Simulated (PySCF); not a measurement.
Species: acetate ion, C2H3O2 (charge -1).
Z-matrix (Å and degrees, GFN2-xTB geometry), rows numbered from 1:
```
C 
C   1  1.5852
O   2  1.2393  1  115.87
O   2  1.2395  1  115.28  3  -179.84
H   1  1.0889  2  110.39  3    -3.95
H   1  1.0896  2  109.49  3  -124.94
H   1  1.0899  2  109.13  3   116.53
```

A calculation gives these core lines: C 1s: 285.34 (area 1), 287.54 (area 1) eV; O 1s: 530.40 eV.

Theory: delta-SCF UKS SCAN, pcX-2 on the ionised atom, pcseg-1 elsewhere, spin-free X2C (PySCF 2.14.0). Geometry: GFN2-xTB; no solvent, vibrations or thermal averaging.

(1) Order the carbon atoms by C 1s binding energy.

Answers

(1) 285.34 eV: C1 (methyl carbon next to a carbonyl); 287.54 eV: C2 (carboxylate carbon). Lowest listed C 1s: C1, bonded to C and 3 H. Highest, 2.20 eV above it: C2, bonded to 2 O and C.

Bonded neighbours of each site: C1: C and 3 H; C2: 2 O and C; O3/O4: C.

Task: Express the binding energy of O 1s of O3/O4 in atomic units and per mole.

Result: 530.40 eV = 19.4918 Eh = 51176 kJ/mol.

Topologically equivalent atoms share the value of their first member; where this conformer doesn't relate them by symmetry, their own values could differ. The species carries charge -1, so core ionisation leaves a neutral species. The basis sets have no added diffuse functions.
